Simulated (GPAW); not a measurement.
# PbS (Galena) (Fm-3m) in GPAW: reference runs, part 2 of 2

GPAW 26.7.0.

### 3 Single point, PBEsol (atoms moved at random, drawn with an rms of 0.05 Å)

Input file run.py:

```python
from ase import Atoms
from ase.dft.bandgap import bandgap
from ase.io import write
from ase.units import GPa
from gpaw import GPAW, PW, setup_paths

setup_paths.insert(0, '.')

atoms = Atoms(['Pb', 'S'],
              cell=[[0.0, 2.96575, 2.96575],
                    [2.96575, 0.0, 2.96575],
                    [2.96575, 2.96575, 0.0]],
              scaled_positions=[[-0.011512, 0.013861, -0.002276],
                                [0.493869, 0.505296, 0.497037]],
              pbc=True)

calc = GPAW(mode=PW(600),
            xc='PBEsol',
            kpts={'size': (8, 8, 8), 'gamma': True},
            occupations={'name': 'fermi-dirac', 'width': 0.05},
            nbands=19,
            convergence={'density': 1e-05, 'energy': 1e-05},
            maxiter=150,
            txt='gpaw.txt')
atoms.calc = calc
energy = atoms.get_potential_energy()
forces = atoms.get_forces()
stress = atoms.get_stress()
calc.write('gs.gpw')
write('result.traj', atoms)
print(f'Energy: {energy:.6f} eV')
print('Forces (eV/A):')
print(forces.round(4))
print('Stress (GPa):', (stress / GPa).round(3))
print('Fermi level:', round(calc.get_fermi_level(), 4), 'eV')
print(f'Gap: {bandgap(calc)[0]:.4f} eV, direct: {bandgap(calc, direct=True)[0]:.4f} eV')
```

Potentials or basis: PAW data sets generated in the run's folder for this functional, pw.

Launch:

```sh
> gpaw-setup -f PBEsol Pb S
> OMP_NUM_THREADS=1 python run.py
```

gpaw.txt:

```text
__  _  _
 | _ |_)|_||  |
 |__||  | ||/\| - 26.7.0

Input parameters:
  mode=PW(ecut=600.0),
  convergence={'density': 1e-05, 'energy': 1e-05},
  kpts=MonkhorstPack(size=(8, 8, 8), gamma=True),
  maxiter=150,
  nbands=19,
  occupations=Occupations(name='fermi-dirac', width=0.05),
  xc=XC(name='PBEsol')

Diagonalizing LCAO Hamiltonian
Converting LCAO to pw mode

                S

       Pb

Atoms  # Å, Bohr magnetons
|   | symbol |        x |         y |        z |    initial magnetic moments |
|---|--------|----------|-----------|----------|-----------------------------|
| 0 |     Pb | 0.034358 | -0.040892 | 0.006967 | ( 0.0000,  0.0000,  0.0000) |
| 1 |      S | 2.972669 |  2.938779 | 2.963274 | ( 0.0000,  0.0000,  0.0000) |

Unit cell  # Å
| periodic |        x |        y |        z |  lengths |    angles |
|----------|----------|----------|----------|----------|-----------|
|      yes | 0.000000 | 2.965750 | 2.965750 | 4.194204 | 60.000000 |
|      yes | 2.965750 | 0.000000 | 2.965750 | 4.194204 | 60.000000 |
|      yes | 2.965750 | 2.965750 | 0.000000 | 4.194204 | 60.000000 |

Number of symmetries: 1
Symmetry operations  # r_c * U_cc + t_c -> r_c
|   | kind |            matrix            |
|---|------|------------------------------|
| 0 |  E   |  1, 0, 0,  0, 1, 0,  0, 0, 1 |

BZ-sampling:
  Number of BZ points: 512
  Number of IBZ points: 260

  Monkhorst-Pack size: [8, 8, 8]
  Monkhorst-Pack shift: [0.0625, 0.0625, 0.0625]

K-points  # in reciprocal-cell coordinates
|     |                                coordinates |     weight |
|-----|--------------------------------------------|------------|
|   0 | (  0.00000000,   0.00000000,   0.00000000) | 0.00195312 |
|   1 | (  0.00000000,   0.00000000,   0.12500000) | 0.00390625 |
|   2 | (  0.00000000,   0.00000000,   0.25000000) | 0.00390625 |
|   3 | (  0.00000000,   0.00000000,   0.37500000) | 0.00390625 |
|   4 | (  0.00000000,   0.00000000,   0.50000000) | 0.00195312 |
|   5 | (  0.00000000,   0.12500000,  -0.37500000) | 0.00390625 |
|   6 | (  0.00000000,   0.12500000,  -0.25000000) | 0.00390625 |
|   7 | (  0.00000000,   0.12500000,  -0.12500000) | 0.00390625 |
|   8 | (  0.00000000,   0.12500000,   0.00000000) | 0.00390625 |
|   9 | (  0.00000000,   0.12500000,   0.12500000) | 0.00390625 |
| ... |                                            |            |
| 259 | (  0.50000000,   0.50000000,   0.50000000) | 0.00195312 |

Plane wave coefficients: 1807
Cutoff: 600.0 eV

Spin-components: 1 (collinear spins)
Bands:           19
Projectors:      11
Spin-degeneracy: 2
Datatype:        complex128

Parallelization:
  kpt:    1
  domain: 1
  band:   1

Density:
  Valence electrons: 20.0
  Components: 1
  Grid points: [24 24 24]
  Charge: 0.0  # |e|

Potential:
  Grid points: [24 24 24]

species:
  Pb:
    name:    Lead
    Z:       82.0
    valence: 14
    core:    68
    charge:  0.0  # [|e|]
    compensation charges:
      type: gauss
      rc: 0.38  # [Å]
      lmax: 2
    cutoffs:
      filter: 2.36  # [Å]
      core: 2.43  # [Å]
    projectors
    | kind |    occ | energy [eV] | rcut [Å] |
    |------|--------|-------------|----------|
    |   6s |  2.000 |     -12.024 |    1.259 |
    |   6p |  2.000 |      -3.525 |    1.275 |
    |   5d | 10.000 |     -21.194 |    1.217 |
    |    s |        |      15.187 |    1.259 |
    |    p |        |      23.686 |    1.275 |
    |    d |        |       6.017 |    1.217 |

    Using partial waves for Pb as LCAO basis

  S:
    name:    Sulfur
    Z:       16.0
    valence: 6
    core:    10
    charge:  0.0  # [|e|]
    compensation charges:
      type: gauss
      rc: 0.24  # [Å]
      lmax: 2
    cutoffs:
      filter: 1.77  # [Å]
      core: 1.66  # [Å]
    projectors
    | kind |    occ | energy [eV] | rcut [Å] |
    |------|--------|-------------|----------|
    |   3s |  2.000 |     -17.192 |    0.974 |
    |   3p |  4.000 |      -6.978 |    0.979 |
    |    s |        |      10.020 |    0.974 |
    |    p |        |      20.234 |    0.979 |
    |    d |        |       0.000 |    0.900 |

    Using partial waves for S as LCAO basis

Reference energy: -577963.193590  # eV

eigensolver:
  PPCG
  Converge bands: occupied
  niter=2

density mixing:
  MSR1-Mixer
  Pratt-step length: 0.05
  Maximum mixing coefficient: 0.75
  Old densities: 10
  SVD Regularization: 0.005
  Good broyden scale: 1.0
  Trust region scale: 1.0
  Backstep threshold: 4.0
  History deletion threshold: 6.0
  Fourier metric: weight=20.0, sigma=0.015

occupation numbers:
  Fermi-Dirac:
    width: 0.0500  # eV

poisson solver:
  ecut: 4800.0  # eV

xc functional:
  name: PBEsol with 2 nearest neighbor stencil

convergence criteria:
- Maximum integral of absolute [dens]ity change: 1e-05 electrons / valence electron
- Maximum [total energy] change in last 3 cyles: 1e-05 eV / valence electron
- Maximum integral of absolute [eigenst]ate change: 4e-08 eV^2 / valence electron
maximum number of iterations: 150

SCF iterations
|iter     | |      energy | eigst |  dens |
|---------|-|-------------|-------|-------|
|iter:   1| |  -10.060965 | -0.13 |       |
|iter:   2| |   -9.965842 | -1.95 | -1.19 |
|iter:   3| |   -9.672232 | -1.79 | -1.24 |
|iter:   4| |   -9.671204 | -3.87 | -1.83 |
|iter:   5| |   -9.671264 | -4.43 | -2.20 |
|iter:   6| |   -9.671281c| -5.74 | -3.23 |
|iter:   7| |   -9.671284c| -6.70 | -3.70 |
|iter:   8| |   -9.671284c| -7.82c| -4.57 |
|iter:   9| |   -9.671284c| -7.87c| -5.33c|

Converged in 9 steps
Energy contributions relative to reference atoms: (reference = -577963.193590)

Energy contributions:
  Kinetic:          15.336031
  Coulomb:         -16.164136
  Zero:              0.025868
  External:          0.000000
  Xc:               -8.868796
  Entropy:          -0.000505
  Spinorbit:         0.000000
  ----------------------------
  Free energy:      -9.671537
  Extrapolated:     -9.671284

dipole moment: (0.531054, 24.461930, 0.105449)  # |e|*Ang

Fermi level: 6.234
Eigenvalues  # (at kpt = [0.000, 0.000, 0.000])
| band index |      eig [eV] | occ [0-2] |
|------------|---------------|-----------|
|          0 |       -10.648 |     2.000 |
|        ... |               |           |
|          2 |       -10.648 |     2.000 |
|          3 |       -10.642 |     2.000 |
|          4 |       -10.642 |     2.000 |
|          5 |        -7.501 |     2.000 |
|          6 |         0.100 |     2.000 |
|          7 |         3.915 |     2.000 |
[... 9 lines left out ...]
|         17 |        15.092 |     0.000 |
|         18 |        15.155 |     0.000 |

Gap: 0.203 eV
Transition (v -> c):
  (s=0, k=4, n=9, [0.00, 0.00, 0.50]) -> (s=0, k=4, n=10, [0.00, 0.00, 0.50])
No difference between direct/indirect transitions

Forces  # eV/Ang
|        x |        y |        z |
|----------|----------|----------|
| -0.00462 |  0.00244 | -0.00167 |  # Pb   0
|  0.00463 | -0.00245 |  0.00167 |  # S    1

Stress tensor  # eV/Ang^3
|         x |        y |         z |
|-----------|----------|-----------|
|  0.006716 | 0.000026 | -0.000018 |
|  0.000026 | 0.006856 |  0.000009 |
| -0.000018 | 0.000009 |  0.006882 |

# Writing to gs.gpw (mode='')
```

stdout:

```text
Energy: -9.671284 eV
Forces (eV/A):
[[-0.0046  0.0024 -0.0017]
 [ 0.0046 -0.0024  0.0017]]
Stress (GPa): [ 1.076e+00  1.098e+00  1.103e+00  1.000e-03 -3.000e-03  4.000e-03]
Fermi level: 6.2339 eV
Gap: 0.2031 eV, direct: 0.2031 eV
```

Run time: 3.9 min. Hardware: 1 thread of Arm Neoverse N1, shared host; peak memory 0.37 GiB.

Results:

```yaml
Free_energy: -9.6715 eV
Pressure: -1.1 GPa
Largest_force: 0.005 eV/Å
Band_gap_on_the_k_mesh: 0.20 eV, direct
```

Forces on the atoms (eV/Å):
```
Pb  -0.005  0.002 -0.002
S    0.005 -0.002  0.002
```

Levels at points of the mesh, in eV from the valence-band top:
```tsv
k point	band 6	band 7	band 8	band 9	band 10	band 11	band 12	band 13	band 14	band 15
(0.00, 0.00, 0.00)	-13.63	-6.03	-2.22	-2.22	-2.21	5.09	5.09	5.10	6.57	6.58
(0.00, 0.00, 0.50)	-12.38	-8.87	-1.82	-1.82	0.00	0.20	1.83	1.84	8.45	9.96
(0.00, 0.50, 0.00)	-12.39	-8.87	-1.82	-1.82	-0.02	0.22	1.83	1.83	8.45	9.97
(0.00, 0.50, 0.50)	-11.94	-7.20	-5.29	-3.51	-3.51	3.67	5.47	5.58	5.58	10.97
(0.50, 0.00, 0.00)	-12.38	-8.87	-1.82	-1.82	-0.01	0.21	1.83	1.83	8.45	9.96
(0.50, 0.00, 0.50)	-11.94	-7.19	-5.30	-3.51	-3.51	3.67	5.47	5.58	5.59	10.97
(0.50, 0.50, 0.00)	-11.94	-7.19	-5.30	-3.51	-3.51	3.67	5.47	5.58	5.59	10.97
(0.50, 0.50, 0.50)	-12.38	-8.87	-1.82	-1.82	0.00	0.21	1.83	1.83	8.45	9.96
```

Caveat: spin-orbit coupling is left out, which as a rule narrows the gap of such compounds by several tenths of an eV.
